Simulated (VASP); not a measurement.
SiC, 2 atoms in the cell. The structure is orthorhombic, space group Imm2 (No. 44). The conventional cell has a = 3.050 Å, b = 3.090 Å, c = 4.313 Å, α = 90.00°, β = 90.00°, γ = 90.00°. Around Si (site symmetry mm2) lie 4 C at 1.87 to 1.88 Å. Around C (site symmetry mm2) lie 4 Si at 1.87 to 1.88 Å. The cell was built by a generator and isn't the measured one. The cell isn't the ideal one: strained cell.

| Quantity | Value |
| --- | --- |
| Program | VASP 6.6.1 |
| Task | relaxation of the atoms |
| Functional | r2SCAN |
| Potentials or basis | VASP PAW PBE potentials, release 64 (Si, C) |
| Cutoff | 520 eV |
| k mesh | 10 × 10 × 10 |
| Occupations | gaussian, width 0.02 eV |
| Spin | no spin polarisation |
| Dipole correction | no |
| Further INCAR settings | ALGO = Normal; EDIFF = 1e-06; IBRION = 2; EDIFFG = -0.002; NSW = 60 |

Potentials or basis: VASP PAW PBE potentials, release 64 (Si, C).

Launch:

```bash
$ cat potpaw_PBE.64/Si/POTCAR potpaw_PBE.64/C/POTCAR > POTCAR
$ cp INCAR.step1 INCAR
$ mpirun -np 1 vasp_std > vasp.out
$ cp INCAR.step2 INCAR
$ mpirun -np 1 vasp_std > vasp.out
```

Hardware: 1 thread of Intel(R) Xeon(R) 6975P-C (Granite Rapids), with other jobs on the host.

**Question.** Estimate the wall time of this run.

**Answer.** Run time: 35 s on 1 thread of Intel(R) Xeon(R) 6975P-C (Granite Rapids), with other jobs on the host, peak memory 0.15 GiB. Counts: scf iterations 10, k points 171, ion steps 1.
